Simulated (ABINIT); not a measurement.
Runs of ABINIT 10.8.3 (patched build) on Co. It takes space group P6_3/mmc (No. 194, hexagonal). The conventional cell has a = 2.471 Å, b = 2.471 Å, c = 8.088 Å, α = 90.00°, β = 90.00°, γ = 120.00°. Co (site symmetry -6m2) has 12 Co at 2.47 Å as nearest neighbours. Around Co (site symmetry -3m) lie 12 Co at 2.47 Å. 

```csv
level,potentials or basis,k mesh,gap on the mesh (eV),moment (μB)
LDA,JTH PAW LDA v2.0,5 × 5 × 2,none,(a)
PBE,JTH PAW PBE v2.0,5 × 5 × 2,none,6.95
PBEsol,JTH PAW PBE v2.0,5 × 5 × 2,none,6.95
PBE,JTH PAW PBE v2.0,7 × 7 × 2,none,6.68
```

Alike in all rows: task single point; spin collinear, ferromagnetic start; cell as given; cutoff (eV) 544; smearing fermi-dirac 0.05 eV; the mesh is coarse, so values aren't converged.

Problem. Fill in the values left out.

Solution. (a) 6.89.

Caveats: all runs use coarse meshes.

A k mesh can miss the band edges.

A gap of «none» marks a metal or a gap under the smearing width.

Not every run made on this cell is shown here.
